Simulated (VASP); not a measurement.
A convergence study with VASP on SrF2 (fluorite): one setting is varied, all else stays as given below, so the limit is that of these other settings.

```
SrF2
1.0
    0.00000     2.90000     2.90000
    2.90000     0.00000     2.90000
    2.90000     2.90000     0.00000
Sr F
1 2
Direct
  0.00000   0.00000   0.00000
  0.25000   0.25000   0.25000
  0.75000   0.75000   0.75000
```

Calculation: PBE GGA, VASP's PBE PAW potentials (set 64) (plane waves; VASP). The tightest run used: 700 eV cut-off, 15×15×15 Γ-centred mesh, Gaussian smearing of 0.050 eV, potentials Sr_sv F.

The reference is 15×15×15 mesh, which took about 4 core-minutes. Times come from single runs on busy shared machines, so they are rough: good to a factor of about 2.

Q: Of the settings 1×1×1 mesh; 2×2×2 mesh; 3×3×3 mesh; 4×4×4 mesh; 5×5×5 mesh; 6×6×6 mesh; 7×7×7 mesh; 8×8×8 mesh; 9×9×9 mesh; 10×10×10 mesh; 11×11×11 mesh; 12×12×12 mesh; 13×13×13 mesh; 14×14×14 mesh; 15×15×15 mesh, which is the lowest that keeps the difference from the reference in E (eV/atom) within 0.01 from there on, and what does it cost?

A: 3×3×3 mesh; its cost over the reference is about 1/10.
| setting | difference in E (eV/atom) | cost over the reference |
|---|---|---|
| 1×1×1 mesh | 0.2062 | about 1/20 |
| 2×2×2 mesh | 0.0150 | about 1/20 |
| 3×3×3 mesh | 0.0003 | about 1/10 |
| 4×4×4 mesh | 0.0000 | about 1/10 |
| 5×5×5 mesh | 0.0000 | about 1/10 |
| 6×6×6 mesh | 0.0000 | about 1/8 |
| 7×7×7 mesh | 0.0000 | about 1/6 |
| 8×8×8 mesh | 0.0000 | about 1/4 |
| 9×9×9 mesh | 0.0000 | about 1/3 |
| 10×10×10 mesh | 0.0000 | about 1/3 |
| 11×11×11 mesh | 0.0000 | about 1/2 |
| 12×12×12 mesh | 0.0000 | within a factor of 2 |
| 13×13×13 mesh | 0.0000 | within a factor of 2 |
| 14×14×14 mesh | 0.0000 | within a factor of 2 |
| 15×15×15 mesh | 0.0000 | reference |

Left out are rungs that failed or repeat a setting and relaxations that didn't move; long series are thinned to 24 rows.

The compound is SrF2 in the fluorite structure. The cell was not relaxed at this level.
